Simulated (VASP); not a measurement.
# GeS (Pnma) in VASP: notebook

Runs on GeS. Level: LDA. Tasks: relaxation of shape and atoms at fixed volume.

All numbers are computed with VASP 6.6.1; they aren't measurements. Logs are shortened: lines on timing, memory, paths and dates and some standing lists are left out, and cuts for length are marked.

## 1. The structure

Symmetry: Pnma, No. 62, orthorhombic system. The conventional cell has a = 10.184 Å, b = 3.642 Å, c = 4.092 Å, α = 90.00°, β = 90.00°, γ = 90.00°. Around Ge (site symmetry m) lie 3 S at 2.43 Å. Around S (site symmetry m) lie 3 Ge at 2.43 Å.

## 2. Relaxation of shape and atoms at fixed volume, LDA (a relaxed cell with its volume scaled by 0.98)

The input, INCAR:

```
SYSTEM = GeS
ALGO     = Normal         ! electronic algorithm
EDIFF    = 1E-7           ! SCF threshold, eV
EDIFFG   = -0.01          ! ionic threshold
ENCUT    = 600            ! plane-wave cutoff, eV
IBRION   = 2              ! ionic algorithm
ISIF     = 4              ! what is computed and relaxed
ISMEAR   = 0              ! smearing method
KPAR     = 2            
LASPH    = .True.         ! aspherical terms in the spheres
LCHARG   = .False.        ! write CHGCAR
LREAL    = .False.        ! projectors in reciprocal space
LWAVE    = .False.        ! write WAVECAR
NELM     = 80             ! most SCF steps
NSW      = 40             ! ionic steps
PREC     = Accurate       ! precision mode
SIGMA    = 0.03           ! smearing width, eV
```

The input, KPOINTS:

```
k-points
0
Gamma
  4 8 6
  0 0 0
```

The input, POSCAR:

```
GeS                                     
1.0
   10.1159238675      0.0000000000      0.0000000000
    0.0000000000      3.6171204623      0.0000000000
    0.0000000000      0.0000000000      4.0643941848
  Ge              S             
     4     4
Direct
     0.1183034955716774    0.2500000000000000    0.1193033937112272
     0.3816965044283226    0.7500000000000000    0.6193033937112271
     0.6183034955716775    0.2500000000000000    0.3806966062887728
     0.8816965044283225    0.7500000000000000    0.8806966062887729
     0.8530662885565239    0.2500000000000000    0.4927784193500989
     0.6469337114434761    0.7500000000000000    0.9927784193500988
     0.3530662885565238    0.2500000000000000    0.0072215806499011
     0.1469337114434761    0.7500000000000000    0.5072215806499012
```

Potentials or basis: VASP PAW LDA potentials, release 64 (Ge_d, S).

Launch:

```
$ cat potpaw_LDA.64/Ge_d/POTCAR potpaw_LDA.64/S/POTCAR > POTCAR
$ mpirun -np 2 vasp_std > vasp.out
```

OUTCAR:

```text
SYSTEM = GeS
   EDIFF = 1E-7
   EDIFFG = -0.01
   ENCUT = 600
   IBRION = 2
   ISIF = 4
   ISMEAR = 0
   LASPH = .True.
   LREAL = .False.
   NELM = 80
   NSW = 40
   PREC = Accurate

 ion  position               nearest neighbor table
   1  0.118  0.250  0.119-   8 2.42   8 2.42   7 2.42
   2  0.382  0.750  0.619-   7 2.42   7 2.42   8 2.42
   3  0.618  0.250  0.381-   6 2.42   6 2.42   5 2.42
   4  0.882  0.750  0.881-   5 2.42   5 2.42   6 2.42
   5  0.853  0.250  0.493-   4 2.42   4 2.42   3 2.42
   6  0.647  0.750  0.993-   3 2.42   3 2.42   4 2.42
   7  0.353  0.250  0.007-   2 2.42   2 2.42   1 2.42
   8  0.147  0.750  0.507-   1 2.42   1 2.42   2 2.42

  LATTYP: Found a simple orthorhombic cell.
 ALAT       =     3.6171204623
 B/A-ratio  =     1.1236546383
 C/A-ratio  =     2.7966787319

  Lattice vectors:

 A1 = (   0.0000000000,   3.6171204623,   0.0000000000)
 A2 = (   0.0000000000,   0.0000000000,   4.0643941848)
 A3 = (  10.1159238675,   0.0000000000,   0.0000000000)

Analysis of symmetry for initial positions (statically):
=====================================================================
 Subroutine PRICEL returns:
 Original cell was already a primitive cell.

 Routine SETGRP: Setting up the symmetry group for a
 simple orthorhombic supercell.

 Subroutine GETGRP returns: Found  8 space group operations
 (whereof  2 operations were pure point group operations)
 out of a pool of  8 trial point group operations.

The static configuration has the point symmetry S_2 .
 The point group associated with its full space group is D_2h.

Analysis of symmetry for dynamics (positions and initial velocities):
=====================================================================
 Subroutine PRICEL returns:
 Original cell was already a primitive cell.

 Routine SETGRP: Setting up the symmetry group for a
 simple orthorhombic supercell.

 Subroutine GETGRP returns: Found  8 space group operations
 (whereof  2 operations were pure point group operations)
 out of a pool of  8 trial point group operations.

The dynamic configuration has the point symmetry S_2 .
 The point group associated with its full space group is D_2h.

 Subroutine INISYM returns: Found  8 space group operations
 (whereof  2 operations are pure point group operations),
 and found     1 'primitive' translations

[... 112 lines left out ...]
   ISIF   =      4    stress and relaxation
   ISYM   =      2    0-nonsym 1-usesym 2-fastsym
   POTIM  = 0.5000    time-step for ionic-motion
   TEBEG  =    0.0;   TEEND  =   0.0 temperature during run
   PSTRESS=    0.0 pullay stress
   NELECT =      80.0000    total number of electrons
   NUPDOWN=      -1.0000    fix difference up-down
   EMIN   =  10.00;   EMAX   =-10.00  energy-range for DOS
   EFERMI =   0.00;   METHOD = LEGACY
   ISMEAR =     0;   SIGMA  =   0.03  broadening in eV -4-tet -1-fermi 0-gaus
   EFERMI_NEDOS =   21; number of points for ismear=-14 and -15
   IALGO  =     38    algorithm
   IMIX   =      4    mixing-type and parameters
     AMIX     =   0.40;   BMIX     =  1.00
     AMIX_MAG =   1.60;   BMIX_MAG =  1.00
  volume/ion in A,a.u.               =      18.59       125.45
  Fermi-wavevector in a.u.,A,eV,Ry     =   1.331425  2.516028 24.118947  1.772693
  Thomas-Fermi vector in A             =   2.460437
   LORBIT       =      0    0 simple, 1 ext, 2 COOP (PROOUT), +10 PAW based schemes
   GGA     = CA    functional components
   LHFCALC =     F    Hartree Fock is set to
   AEXX    =    0.0000 exact exchange contribution
   IVDW    =     0    specifies the selected vdW correction
   LEPSILON=     F    determine dielectric tensor
   LRPA    =     F    only Hartree local field effects (RPA)
 conjugate gradient relaxation of ions
 non-spin polarized calculation
 Gauss-broadening in eV      SIGMA  =   0.03
  energy-cutoff  :      600.00
  volume of cell :      148.72
 maximum number of plane-waves:      4992
 NGX is ok and might be reduce to    84
   NGX = 41   NGY = 15   NGZ = 17

--------------------------------------- Ionic step        1  -------------------------------------------

 number of electron      80.0000041 magnetization

 Free energy of the ion-electron system (eV)
  ---------------------------------------------------
  ext. energy  EPLUGINS =         0.00000000
  ---------------------------------------------------
  free energy    TOTEN  =       -41.88166186 eV

  energy without entropy =      -41.88166186  energy(sigma->0) =      -41.88166186

------------------------ aborting loop because EDIFF is reached ----------------------------------------

  FORCE on cell =-STRESS in cart. coord.  units (eV):
  Direction    XX          YY          ZZ          XY          YZ          ZX
  --------------------------------------------------------------------------------------
  -------------------------------------------------------------------------------------
  Total        1.4614599      1.5509708      1.3601833      0.0000000     -0.0000000      0.0000000
  in kB       15.7446543     16.7089771     14.6535778      0.0000000     -0.0000000      0.0000000
  external PRESSURE =      15.7024030 kB  Pullay stress =       0.0000000 kB
[... 155 lines left out ...]
--------------------------------------- Ionic step        5  -------------------------------------------

 number of electron      80.0000046 magnetization

 Free energy of the ion-electron system (eV)
  ---------------------------------------------------
  ext. energy  EPLUGINS =         0.00000000
  ---------------------------------------------------
  free energy    TOTEN  =       -41.88765121 eV

  energy without entropy =      -41.88765121  energy(sigma->0) =      -41.88765121

 E-fermi :   6.1485     XC(G=0): -10.9527

 val. band max:        6.0244414258   @ k =   0.0000   0.0000   0.3333
 cond. band min:       6.6441852995   @ k =   0.0000   0.0000   0.0000
 fundamental gap:      0.6197438737
 Fermi energy:         6.1484564236

 k-point     1 :       0.0000    0.0000    0.0000
  band No.  band energies     occupation
      1     -18.6745      2.00000
      2     -18.6656      2.00000
      3     -18.6644      2.00000
      4     -18.6593      2.00000
      5     -18.6586      2.00000
      6     -18.6569      2.00000
[... 1213 lines left out ...]
     47       9.9293      0.00000
     48       9.9293      0.00000

 [... further k-points ...]

------------------------ aborting loop because EDIFF is reached ----------------------------------------

  FORCE on cell =-STRESS in cart. coord.  units (eV):
  Direction    XX          YY          ZZ          XY          YZ          ZX
  --------------------------------------------------------------------------------------
  -------------------------------------------------------------------------------------
  Total        0.9037077      0.9059481      0.8370240      0.0000000     -0.0000000      0.0000000
  in kB        9.7358576      9.7599936      9.0174584      0.0000000     -0.0000000      0.0000000
  external PRESSURE =       9.5044365 kB  Pullay stress =       0.0000000 kB
[... 23 lines left out ...]
  FREE ENERGIE OF THE ION-ELECTRON SYSTEM (eV)
  ---------------------------------------------------
  free  energy   TOTEN  =       -41.8876512067 eV

  energy  without entropy=      -41.8876512066  energy(sigma->0) =      -41.88765121

 reached required accuracy - stopping structural energy minimisation
```

Wall time 5.3 min (2 MPI ranks of Intel Xeon 6975P-C (Granite Rapids), shared host); peak memory 0.47 GiB.

Results:

- Free energy: -41.8877 eV
- Energy gained by relaxing: 0.7 meV/atom
- Ionic steps: 5
- Pressure after relaxing: 1.0 GPa
- Largest force after relaxing: 0.004 eV/Å
- Band gap on the k mesh: 0.62 eV, indirect (least direct gap 1.00 eV)

Forces on the atoms (eV/Å):
```
Ge   0.002  0.000 -0.004
Ge  -0.002  0.000 -0.004
Ge   0.002  0.000  0.004
Ge  -0.002  0.000  0.004
S   -0.001  0.000  0.000
S    0.001  0.000  0.000
S   -0.001  0.000  0.000
S    0.001  0.000  0.000
```

Step by step:
| step | energy change (eV) | largest force (eV/Å) | pressure (GPa) |
| --- | --- | --- | --- |
| 1 | 0.0000 | 0.1339 | 1.57 |
| 2 | -0.0041 | 0.0644 | 1.27 |
| 3 | -0.0054 | 0.0079 | 0.99 |
| 4 | -0.0058 | 0.0041 | 0.98 |
| 5 | -0.0060 | 0.0044 | 0.95 |

Final structure:
```yaml
crystal:
  lattice:
    - [10.11099, 0.00000, 0.00000]
    - [0.00000, 3.63203, 0.00000]
    - [0.00000, 0.00000, 4.04969]
  atoms:
    - { symbol: Ge, position: [0.11726, 0.25000, 0.11723] }
    - { symbol: Ge, position: [0.38274, 0.75000, 0.61723] }
    - { symbol: Ge, position: [0.61726, 0.25000, 0.38277] }
    - { symbol: Ge, position: [0.88274, 0.75000, 0.88277] }
    - { symbol: S, position: [0.85376, 0.25000, 0.49111] }
    - { symbol: S, position: [0.64624, 0.75000, 0.99111] }
    - { symbol: S, position: [0.35376, 0.25000, 0.00889] }
    - { symbol: S, position: [0.14624, 0.75000, 0.50889] }
```

Levels at points of the mesh, in eV from the valence-band top:
```tsv
k point	band 37	band 38	band 39	band 40	band 41	band 42	band 43	band 44
(0.00, 0.00, 0.00)	-1.88	-1.11	-1.05	-0.38	0.62	2.56	2.72	3.01
(0.50, 0.00, 0.00)	-2.25	-2.25	-0.62	-0.62	2.23	2.23	2.67	2.67
(0.00, 0.50, 0.00)	-1.37	-1.37	-1.18	-1.18	1.11	1.11	1.56	1.56
(0.50, 0.50, 0.00)	-1.56	-1.56	-1.56	-1.56	1.66	1.66	1.66	1.66
(0.00, 0.00, 0.50)	-0.99	-0.99	-0.29	-0.29	1.42	1.42	1.94	1.94
(0.50, 0.00, 0.50)	-0.72	-0.72	-0.28	-0.28	1.28	1.28	2.02	2.02
(0.00, 0.50, 0.50)	-2.79	-2.79	-1.79	-1.79	3.01	3.01	3.39	3.39
(0.50, 0.50, 0.50)	-1.77	-1.77	-1.77	-1.77	2.53	2.53	2.53	2.53
```

## 3. Relaxation of shape and atoms at fixed volume, LDA

INCAR is that of step 2.

KPOINTS is that of step 2.

Edit POSCAR of step 2 so:

```diff
@@ -2,5 +2,5 @@
 1.0
-   10.1159238675      0.0000000000      0.0000000000
-    0.0000000000      3.6171204623      0.0000000000
-    0.0000000000      0.0000000000      4.0643941848
+   10.1842767779      0.0000000000      0.0000000000
+    0.0000000000      3.6415612068      0.0000000000
+    0.0000000000      0.0000000000      4.0918571407
   Ge              S
```

Potentials or basis: VASP PAW LDA potentials, release 64 (Ge_d, S).

Launch:

```
$ cat potpaw_LDA.64/Ge_d/POTCAR potpaw_LDA.64/S/POTCAR > POTCAR
$ mpirun -np 2 vasp_std > vasp.out
```

Wall time 99 s (2 MPI ranks of Intel Xeon 6975P-C (Granite Rapids), shared host); peak memory 0.49 GiB.

Results (log left out):

```
Free energy                  : -41.8966 eV
Pressure after relaxing      : 0.0 GPa
Largest force after relaxing : 0.004 eV/Å
Band gap on the k mesh       : 0.71 eV, indirect (least direct gap 1.02 eV)
```

Forces in eV/Å, atoms in the order of the input:
```
Ge   0.003  0.000 -0.002
Ge  -0.003  0.000 -0.002
Ge   0.003  0.000  0.002
Ge  -0.003  0.000  0.002
S   -0.002  0.000 -0.001
S    0.002  0.000 -0.001
S   -0.002  0.000  0.001
S    0.002  0.000  0.001
```

Final structure:
```yaml
crystal:
  lattice:
    - [10.18428, 0.00000, 0.00000]
    - [0.00000, 3.64156, 0.00000]
    - [0.00000, 0.00000, 4.09186]
  atoms:
    - { symbol: Ge, position: [0.11830, 0.25000, 0.11930] }
    - { symbol: Ge, position: [0.38170, 0.75000, 0.61930] }
    - { symbol: Ge, position: [0.61830, 0.25000, 0.38070] }
    - { symbol: Ge, position: [0.88170, 0.75000, 0.88070] }
    - { symbol: S, position: [0.85307, 0.25000, 0.49278] }
    - { symbol: S, position: [0.64693, 0.75000, 0.99278] }
    - { symbol: S, position: [0.35307, 0.25000, 0.00722] }
    - { symbol: S, position: [0.14693, 0.75000, 0.50722] }
```

Levels at points of the mesh, in eV from the valence-band top:
```csv
k point,band 37,band 38,band 39,band 40,band 41,band 42,band 43,band 44
"(0.00, 0.00, 0.00)",-1.83,-1.06,-0.99,-0.31,0.71,2.56,2.72,3.00
"(0.50, 0.00, 0.00)",-2.17,-2.17,-0.56,-0.56,2.26,2.26,2.65,2.65
"(0.00, 0.50, 0.00)",-1.38,-1.38,-1.16,-1.16,1.19,1.19,1.58,1.58
"(0.50, 0.50, 0.00)",-1.53,-1.53,-1.53,-1.53,1.69,1.69,1.69,1.69
"(0.00, 0.00, 0.50)",-0.97,-0.97,-0.27,-0.27,1.46,1.46,2.10,2.10
"(0.50, 0.00, 0.50)",-0.71,-0.71,-0.27,-0.27,1.35,1.35,2.18,2.18
"(0.00, 0.50, 0.50)",-2.67,-2.67,-1.70,-1.70,3.03,3.03,3.38,3.38
"(0.50, 0.50, 0.50)",-1.70,-1.70,-1.70,-1.70,2.59,2.59,2.59,2.59
```

Caveat: the relaxation stopped at its first step, so nothing moved.
